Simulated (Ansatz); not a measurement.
MgS in the NiAs structure: a one-shot G0W0 calculation in the PAW code Ansatz (G0W0@PBE with 488 empty bands, a screening cutoff of 210 eV and a 6×6×2 mesh). The geometry is the r2SCAN minimum.

Input (YAML):
```yaml
crystal:
  lattice:
    - [3.6454348044, 0.0, 0.0]
    - [-1.8227174022, 3.1570391485, 0.0]
    - [0.0, 0.0, 6.1473560942]
  atoms:
    - { symbol: Mg, position: [0.0, 0.0, 0.0] }
    - { symbol: Mg, position: [0.0, 0.0, 0.5] }
    - { symbol: S, position: [0.3333333333, 0.6666666667, 0.25] }
    - { symbol: S, position: [0.6666666667, 0.3333333333, 0.75] }
kpoints:
  mp_grid: { grid: [6, 6, 2] }
hamiltonian:
  xc: pbe
scf:
  occupations: { method: fixed }
gw:
  n_empty_bands: 488
  ecut_chi: 210
  qp_bands: [v2, c2]
  qp_kpoints: band_edges
  screening: { model: contour_deformation }
```

Run as `ansatz run input.yaml --threads 2 --pin off --max-ram 3686MiB --backend cpu --events-out ev --progress --plain --runs-dir out`. It took 4.6 min on 2 threads of Intel(R) Xeon(R) 6975P-C (Granite Rapids), on a shared host, load about 0.6 per core; peak host memory 1.1 GiB.

Main lines of the log:
```
Pseudopotential: Mg, paw, valence charge 10, recommended cutoff 420 eV (normal)
Pseudopotential: S, paw, valence charge 6, recommended cutoff 420 eV (normal)
Functional definition: PBE
Crystal: 4 atoms, lattice volume = 70.749 Å³
Basis set: ecut = 420 eV, 1353 PW (Γ)
Bands: 20, of which v1, the nominal top of the filled ones, is band 16 counted from 1 (15 counted from 0)
Symmetry: 24 space group operations
Space group: P63/mmc (ITA 194)
k-points: 14 of 72
preconditioner: auto → Resta (q_TF=auto, 2.390 Å⁻¹)  ε∞=4.0  [insulator: Δε(μ)=3.407 eV  ℏωp=17.7 eV]
SCF 1 converged in 6 iterations: F = -5657.384086 eV  dr2 = 5.01e-8
Free energy (F): -5657.384086 eV
Fermi energy:    6.361899 eV
--- Band table (eV; the first three rows and the last of 14) ---
  k-point 0: bands = […, 1.4232, 5.8790, 5.8790, 6.1220, 6.3619, 6.3619, 9.9046, 11.0100, 13.1516, 14.1643]
  k-point 1: bands = […, 3.3652, 3.3652, 6.1163, 6.1163, 6.1163, 6.1163, 11.1802, 11.1802, 13.9064, 13.9064]
  k-point 2: bands = […, 1.7478, 4.5480, 5.0946, 5.5197, 5.9870, 6.2323, 11.0524, 11.8540, 12.8532, 13.4897]
  k-point 13: bands = […, 2.7342, 2.7342, 2.7670, 2.7670, 5.4720, 5.4720, 11.3624, 11.3624, 12.2757, 12.2757]
--- G₀W₀: contour deformation, 6 samples at zero and on the imaginary axis and 1 off it, 72 q-points, 488 empty bands' worth ---
    ik  band        ε_KS         Σx   Σc(E_QP)       V_xc       Z   E_QP_lin       E_QP  E_QP is
     0    15      6.3619   -18.3403     1.7890   -15.4909  0.7735     5.2897     5.3016  root
     0    16      6.3619   -18.3403     1.7890   -15.4909  0.7735     5.2897     5.3016  root
     0    17      9.9046    -8.5838    -4.1536   -13.1171  0.8045    10.2856    10.2843  root
     0    18     11.0100    -6.5030    -4.0761   -10.9219  0.8078    11.3540    11.3529  root
     1    15      6.1163   -18.1705     1.8767   -15.2102  0.7719     5.0197     5.0327  root
     1    16      6.1163   -18.1705     1.8767   -15.2102  0.7719     5.0197     5.0327  root
     1    17     11.1802    -7.2844    -4.2323   -11.9050  0.8030    11.5700    11.5686  root
     1    18     11.1802    -7.2844    -4.2323   -11.9050  0.8030    11.5700    11.5686  root
     2    15      5.9870   -18.2195     1.9083   -15.2363  0.7706     4.8991     4.9122  root
     2    16      6.2323   -18.2412     1.8326   -15.3356  0.7725     5.1468     5.1593  root
     2    17     11.0524    -8.5494    -4.2794   -13.2218  0.7976    11.4468    11.4454  root
     2    18     11.8540    -6.0548    -4.2288   -10.6640  0.8032    12.2358    12.2343  root
     3    15      5.8515   -17.9946     1.9536   -14.9429  0.7705     4.7394     4.7534  root
     3    16      5.8515   -17.9946     1.9536   -14.9429  0.7705     4.7394     4.7534  root
     3    17     11.8148    -7.1511    -4.3834   -11.9871  0.7976    12.2695    12.2674  root
     3    18     11.8148    -7.1511    -4.3834   -11.9871  0.7976    12.2695    12.2674  root
     4    15      5.4200   -17.6136     2.0096   -14.5050  0.7689     4.3063     4.3210  root
     4    16      5.9106   -18.0572     1.9448   -15.0142  0.7705     4.7985     4.8124  root
     4    17     10.8724    -5.4531    -4.0202    -9.8216  0.8105    11.2218    11.2207  root
     4    18     11.4540    -6.8953    -4.2774   -11.6470  0.7987    11.9306    11.9282  root
     5    15      5.4050   -17.8107     2.1037   -14.5814  0.7677     4.2637     4.2795  root
     5    16      5.4050   -17.8107     2.1037   -14.5814  0.7677     4.2637     4.2795  root
     5    17     10.8280    -6.5527    -4.1200   -11.0817  0.8055    11.2386    11.2370  root
     5    18     10.8280    -6.5527    -4.1200   -11.0817  0.8055    11.2386    11.2370  root
     6    15      4.7814   -17.6909     2.3281   -14.2017  0.7629     3.6015     3.6204  root
     6    16      5.7521   -17.9885     2.0001   -14.8785  0.7695     4.6277     4.6423  root
     6    17     10.4118    -5.4211    -3.9198    -9.6680  0.8128    10.7398    10.7389  root
     6    18     10.7644    -7.4910    -4.0855   -12.0168  0.8005    11.2064    11.2046  root
     7    15      5.2116   -17.7605     2.1719   -14.4513  0.7663     4.0576     4.0743  root
     7    16      5.2116   -17.7605     2.1719   -14.4513  0.7663     4.0576     4.0743  root
     7    17     10.3688    -6.7525    -4.0315   -11.1846  0.8067    10.7709    10.7694  root
     7    18     10.3688    -6.7525    -4.0315   -11.1846  0.8067    10.7709    10.7694  root
    11    15      5.3252   -17.7090     2.0937   -14.4953  0.7673     4.1895     4.2052  root
    11    16      5.3252   -17.7090     2.0937   -14.4953  0.7673     4.1895     4.2052  root
    11    17     10.9607    -6.4684    -4.1385   -11.0163  0.8041    11.3718    11.3702  root
    11    18     10.9607    -6.4684    -4.1385   -11.0163  0.8041    11.3718    11.3702  root
  […]
```

The rows of the band table are 0: (0, 0, 0) = Γ, 1: (0, 0, -1/2), 2: (0, 1/6, 0), 13: (1/3, 1/3, -1/2).

The points are ik 0 = (0, 0, 0) (Γ), ik 1 = (0, 0, -1/2), ik 2 = (0, 1/6, 0), ik 3 = (0, 1/6, -1/2), ik 4 = (0, 1/3, 0), ik 5 = (0, 1/3, -1/2), ik 6 = (0, -1/2, 0), ik 7 = (0, -1/2, -1/2), ik 11 = (1/6, 1/3, -1/2), ik 12 = (1/3, 1/3, 0), ik 13 = (1/3, 1/3, -1/2); band 16 is the last filled one.

The quasiparticle gap on this mesh is 4.91 eV (Γ to k = (1/3, 1/3, 0)), against 3.41 eV from PBE: +1.50 eV. Renormalisation factors Z lie between 0.76 and 0.81. G0W0 values are finite-basis, finite-mesh values.

Note: simulated data, non-magnetic, for a generated structure that need not be the stable one.
